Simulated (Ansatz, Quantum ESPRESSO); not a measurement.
One calculation of CuO, 3 ways

```
Cu O
1.0
     2.87950    0.00000    0.00000
     0.03907    2.87928    0.00000
     0.01750    0.01724    5.17634
Cu O
2 2
Direct
  0.00000 0.50000 0.00000
  0.50000 0.00000 0.50000
  0.99842 0.00167 0.74989
  0.00158 0.99833 0.25011
```

The cell comes from a database or a generator and needn't be the stable form of this composition.

Alike in all runs: task band structure; functional PBEsol; k mesh 9 × 9 × 5; occupations fermi-dirac, width 0.05 eV; no spin polarisation; no spin-orbit coupling. Pressure is positive in compression and, in plane waves, holds the error of the finite cutoff, which Ansatz's Pulay term estimates and takes out.

```csv
program and potentials,plane-wave cutoff (eV),notes,pressure (GPa)
"Quantum ESPRESSO, GBRV 1.5 PBEsol",762,12.5 valence electrons an atom on average,-1.40
"Ansatz, PAW datasets made for the crystal",480,8.5 valence electrons an atom on average,-2.03
"Ansatz, all-electron LAPW, scalar-relativistic",-,-,-2.03
```

The pressure spans -2.03 (Ansatz, PAW datasets made for the crystal) to -1.40 GPa (Quantum ESPRESSO, GBRV 1.5 PBEsol), with all-electron results at -2.03.

Differences between rows come from potentials, basis sets and numerical settings, since the functional is the same but for its coding. Runs on potential files found faulty are left out.

All three runs put the cell under tension, so at this level of theory it would tend to contract. The PAW and all-electron pressures agree at -2.03 GPa, whereas the GBRV value of -1.40 GPa is less negative, probably through its different description of the copper core and semicore.

The coordinates describe a slightly distorted PdO-type network of planar CuO₄ units, related to tenorite. Divalent copper is d⁹, with its hole in the in-plane d orbital that is σ-antibonding with O 2p. In real CuO, strong correlation localises this hole, giving an antiferromagnetic insulator. Here the moments are excluded, which favours a delocalised hole and usually a smaller volume. This may contribute to the tension, but so may a starting cell optimised with a functional that gives longer bonds; the pressures can't separate the two.

The agreement between PAW and all-electron results therefore supports the potentials, not the nonmagnetic picture of CuO. Nor does a single pressure show whether the contraction would fall mainly within the short axes or along the long one.
